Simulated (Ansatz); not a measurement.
## TiNi under changes of volume

One of the cells (13.403 Å³/atom); the others are scaled copies at fixed shape and fractional positions:

```
CELL_PARAMETERS angstrom
2.73580 0.00000 0.00000
0.00000 2.73580 0.00000
0.00000 0.00000 3.58141
ATOMIC_POSITIONS crystal
Ni 0.00000 0.00000 0.00000
Ti 0.50000 0.50000 0.50000
```

The cell comes from a database or a generator and needn't be the stable form of this composition.

* Program: Ansatz 0.2.0
* Functional: LDA
* Potentials or basis: Ansatz PAW
* Cutoff: 420 eV (not typed: the program's choice for these potentials)
* k mesh: 10 × 10 × 8
* Occupations: fermi-dirac, width 0.05 eV
* Spin: collinear spin, ferromagnetic start
* Starting moments: [1.0, 1.0] μB

```tsv
volume (Å³/atom)	energy over the lowest point (meV/atom)	pressure (GPa)
12.599	0.00	-2.2
12.867	?	?
13.135	19.23	-9.0
13.403	36.78	-11.8
13.671	58.88	-14.4
13.939	85.04	-16.7
14.207	114.82	-18.7
```

Q: What does the run at 12.867 Å³/atom give?

A: Energy over the lowest point 6.77 meV/atom; pressure -5.7 GPa.

Worked out: A Birch-Murnaghan fit of order 3 (a polynomial in V^(-2/3)) to the other rows has its minimum at 12.45 Å³/atom, just outside them, with B0 = V·E''(V) = 189 GPa and B' = 4.3 at fixed shape and positions, which overstates the stiffness. It gives 6.77 meV/atom at 12.867 Å³/atom, against the run's 6.77, and -dE/dV = -5.8 GPa, against -5.7.

Energies are extrapolated to zero smearing.

Caveats: the PAW data sets come from PBE, with cores solved anew for the run's functional, which leaves a small shift of forces and pressure; the starting moments weren't kept.
